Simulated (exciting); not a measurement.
# FeO (Wuestite): real-space fields with RPBE

**Measured values to compare with.**

“W\"ustite: Electric, thermodynamic and optical properties of FeO”, 2012, arxiv:1203.1201 quotes, for a bulk crystal of FeO: band gap 2.4 eV (optical).

FeO (Wuestite):

```
CELL_PARAMETERS angstrom
0.00000 2.15540 2.15540
2.15540 0.00000 2.15540
2.15540 2.15540 0.00000
ATOMIC_POSITIONS crystal
Fe 0.00000 0.00000 0.00000
O 0.50000 0.50000 0.50000
```

```yaml
Program: exciting (release sodium)
Task: real-space fields
Functional: RPBE
Potentials_or_basis: all-electron LAPW+lo, shipped species files, valence relativity iora*
rgkmax: 6.5
k_mesh: 8 × 8 × 8
Occupations: fermi-dirac, width 0.05 eV
Spin: collinear spin, ferromagnetic start
outputlevel: normal
reducebf: 0.5
gmaxvr_cutoff_of_density_and_potential: 14 1/bohr
lmaxapw_and_lmaxmat: 10
lmaxvr: 8
nempty: 24
Valence_relativity: iora*
epsengy: 1e-05 Ha
epspot: 1e-05 Ha
maxscl: 90
Muffin-tin_radii: Fe 2.0, O 1.45 bohr
```

The band gap on the k mesh is none (metal or under the smearing width). The net moment is 4.00 μB per cell. The site moments are Fe +3.55; O +0.28 μB and the all electrons inside the program's atomic spheres are Fe 23.90; O 6.66 (radii Fe 2.0, O 1.45 bohr).

Levels at points of the mesh, in eV from the Fermi level:
Spin up:
| k point | band 10 | band 11 | band 12 | band 13 | band 14 | band 15 | band 16 | band 17 |
| --- | --- | --- | --- | --- | --- | --- | --- | --- |
| (0.00, 0.00, 0.00) | -3.89 | -3.89 | -3.75 | -3.75 | 0.05 | 15.33 | 17.20 | 17.20 |
| (0.50, 0.00, 0.00) | -3.14 | -2.57 | -0.41 | -0.41 | 4.07 | 8.47 | 12.52 | 12.52 |
| (0.50, 0.50, 0.00) | -3.36 | -2.88 | -2.87 | -2.87 | 5.27 | 8.74 | 10.82 | 14.73 |
Spin down:
```csv
k point,band 6,band 7,band 8,band 9,band 10,band 11,band 12,band 13
"(0.00, 0.00, 0.00)",-3.35,-3.35,-3.35,-0.74,-0.74,-0.74,0.25,0.25
"(0.50, 0.00, 0.00)",-8.06,-5.20,-5.20,0.39,0.39,0.59,2.80,2.80
"(0.50, 0.50, 0.00)",-6.95,-4.52,-4.52,-2.12,0.73,0.73,0.79,1.18
```

It took 2.4 min on 1 thread of Arm Neoverse V2, on a shared host, peak memory 0.15 GiB.

A measured gap of FeO is 2.4 eV (optical; quoted in “W\"ustite: Electric, thermodynamic and optical properties of FeO”, 2012, arxiv:1203.1201); the calculated 0.00 eV misses it by -2.40 eV. So large a miss can be the level of theory's own, or it may mean another phase, state or a wrong row. The value is that of RPBE on a finite k mesh, which can miss the band edges, without temperature or zero-point motion. Semilocal functionals fall short of measured gaps as a rule. The run's magnetic order (collinear spin, ferromagnetic start) needn't be the measured crystal's.

Caveat: the log's total energy holds no entropy term; the free energy is that total less TS from the occupations; a cell with one magnetic atom can't hold antiferromagnetic order, which such compounds often take; semilocal functionals often make such compounds metallic where correlation or magnetic order opens a gap, which also shifts bond lengths.
